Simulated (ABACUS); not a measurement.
**BN under changes of volume**

One of the cells (5.959 Å³/atom); the others are scaled copies at fixed shape and fractional positions:

```
CELL_PARAMETERS angstrom
0.00000 1.81300 1.81300
1.81300 0.00000 1.81300
1.81300 1.81300 0.00000
ATOMIC_POSITIONS crystal
N 0.25000 0.25000 0.25000
B 0.00000 0.00000 0.00000
```

The cell is a database's computed one.

* Program: ABACUS 3.10.1
* Functional: PBEsol
* Potentials or basis: PseudoDojo NC SR 0.4.1 PBEsol standard
* Cutoff: 1143 eV
* Density cutoff: 4572 eV
* Basis: plane waves
* k mesh: 13 × 13 × 13
* Occupations: fermi-dirac, width 0.05 eV
* Spin: no spin polarisation

```csv
volume (Å³/atom),energy over the lowest point (meV/atom),pressure (GPa),gap on the mesh (eV)
5.602,?,?,?
5.721,4.50,10.3,4.46
5.840,0.00,1.9,4.43
5.959,1.46,-5.7,4.41
6.078,8.35,-12.7,4.38
6.198,20.16,-19.0,4.35
6.317,36.46,-24.8,4.33
```

Problem. What does the run at 5.602 Å³/atom give?

Solution. Energy over the lowest point 15.54 meV/atom; pressure 19.5 GPa; gap on the mesh 4.48 eV.

Worked out: A Birch-Murnaghan fit of order 3 (a polynomial in V^(-2/3)) to the other rows has its minimum at 5.87 Å³/atom with B0 = V·E''(V) = 385 GPa and B' = 3.7. It gives 15.52 meV/atom at 5.602 Å³/atom, against the run's 15.54, and -dE/dV = 19.5 GPa, against 19.5. A straight line through the other rows of the gap, of slope -1.33 eV per unit of ln V, extrapolates to 4.49 eV, against the run's 4.48.

Energies are extrapolated to zero smearing.

Caveats: an odd mesh through Γ misses points on the zone boundary, where band edges often lie.
